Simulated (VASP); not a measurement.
Data:

```
GeO2
1.0
    4.42423     0.00000     0.00000
    0.00000     4.42423     0.00000
    0.00000     0.00000     2.88726
Ge O
2 4
Direct
  0.00000   0.00000   0.00000
  0.50000   0.50000   0.50000
  0.30623   0.30623   0.00000
  0.80623   0.19377   0.50000
  0.19377   0.80623   0.50000
  0.69377   0.69377   0.00000
```

Method: PBEsol GGA, VASP's PBE PAW potentials (set 64) (plane waves; VASP). Settings: 520 eV cut-off, 6×6×9 Γ-centred mesh, tetrahedra with Blöchl corrections, potentials Ge_d O.

The cores are frozen, which limits the accuracy of field gradients.

Problem. Give the principal components of the electric field gradient (V/Å²) and the asymmetry η at each nucleus.

Solution. 
```
atom   Vxx   Vyy     Vzz     η
----  ----  ----  ------  ----
Ge1   27.9   8.4   -36.3  0.54
Ge2   27.9   8.4   -36.3  0.54
O3    70.4  59.5  -129.9  0.08
O4    70.4  59.5  -129.9  0.08
O5    70.4  59.5  -129.9  0.08
O6    70.4  59.5  -129.9  0.08
```

The compound is GeO2 in the rutile structure. It was relaxed first.
